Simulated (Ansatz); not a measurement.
# TiO2: the cost of one run

The runs shown are made with Ansatz 0.2.0. Linear response, PAW datasets, plane waves. The values are computed, spin-unpolarised, and not measurements.

**1. The system as given**

The cell was relaxed beforehand with PBEsol.

The symmetry is I4_1/amd (No. 141, tetragonal); conventional cell a = 3.770 Å, c = 9.553 Å, 11.31 Å³ an atom. Near Ti stand 6 O at 1.93–1.98 Å; near O stand 3 Ti at 1.93–1.98 Å.

As a file:

```cif
data_structure
_symmetry_space_group_name_H-M 'I4_1/amd:1'
_symmetry_Int_Tables_number 141
_cell_length_a 3.7696
_cell_length_b 3.7696
_cell_length_c 9.5535
_cell_angle_alpha 90.000
_cell_angle_beta 90.000
_cell_angle_gamma 90.000
_cell_volume 135.76
loop_
_atom_site_label
_atom_site_type_symbol
_atom_site_symmetry_multiplicity
_atom_site_Wyckoff_symbol
_atom_site_fract_x
_atom_site_fract_y
_atom_site_fract_z
_atom_site_occupancy
Ti1 Ti 4 a 0.00000 0.50000 0.25000 1
O1 O 8 e 0.00000 0.50000 0.04250 1
```

**2. Zone-centre modes, PBEsol**

Contents of input.yaml:

```yaml
crystal:
  lattice:
    - [-1.8848107776, 1.8848107776, 4.7767312375]
    - [1.8848107776, -1.8848107776, 4.7767312375]
    - [1.8848107776, 1.8848107776, -4.7767312375]
  atoms:
    - { symbol: Ti, position: [0.75, 0.25, 0.5] }
    - { symbol: Ti, position: [0.0, 0.0, 0.0] }
    - { symbol: O, position: [0.5424953751, 0.0424953751, 0.5] }
    - { symbol: O, position: [0.7924953751, 0.7924953751, 0.0] }
    - { symbol: O, position: [0.2075046249, 0.2075046249, 0.0] }
    - { symbol: O, position: [0.9575046249, 0.4575046249, 0.5] }
kpoints:
  mp_grid: { grid: [8, 8, 8] }
hamiltonian:
  xc: pbesol
scf:
  occupations: { method: fixed }
phonons:
  method: dfpt
  dielectric: true
  qpoints: [[0, 0, 0]]
  rigid_motions: translations
```

The run is started by

```bash
ansatz run input.yaml --threads 8 --pin off --max-ram 12902MiB --backend cpu --events-out ev --progress --plain --runs-dir out
```

What time and memory should one allow on 8 threads of Intel Xeon Platinum 8488C (Sapphire Rapids), shared host?

About 1.8 min, with a peak of 2.6 GiB.
